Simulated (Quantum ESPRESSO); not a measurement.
Hf under changes of volume

One of the cells (23.523 Å³/atom); the others are scaled copies at fixed shape and fractional positions:

```
Hf
1.0
    -1.80500    1.80500    1.80500
     1.80500   -1.80500    1.80500
     1.80500    1.80500   -1.80500
Hf
1
Direct
  0.00000 0.00000 0.00000
```

This isn't the form of Hf at room conditions, which is hcp.

| Property | Result |
| --- | --- |
| Program | Quantum ESPRESSO 7.5 |
| Functional | LDA |
| Potentials or basis | GBRV 1.5 LDA |
| Cutoff | 612 eV |
| Density cutoff | 4898 eV |
| k mesh | 10 × 10 × 10 |
| Occupations | fermi-dirac, width 0.05 eV |
| Spin | no spin polarisation |

| volume (Å³/atom) | energy over the lowest point (meV/atom) | pressure (GPa) |
| --- | --- | --- |
| 22.112 | 0.00 | -7.6 |
| 22.582 | 24.10 | -9.4 |
| 23.052 | 53.52 | -11.1 |
| 23.523 | 87.49 | -12.6 |
| 23.993 | 125.67 | -13.9 |
| 24.464 | 167.69 | -15.1 |
| 24.934 | ? | ? |

Problem. What does the run at 24.934 Å³/atom give?

Solution. Energy over the lowest point 213.09 meV/atom; pressure -16.2 GPa.

Worked out: A Birch-Murnaghan fit of order 3 (a polynomial in V^(-2/3)) to the other rows has no minimum within the range. It gives 212.98 meV/atom at 24.934 Å³/atom, against the run's 213.09, and -dE/dV = -16.0 GPa, against -16.2.

Energies are extrapolated to zero smearing.
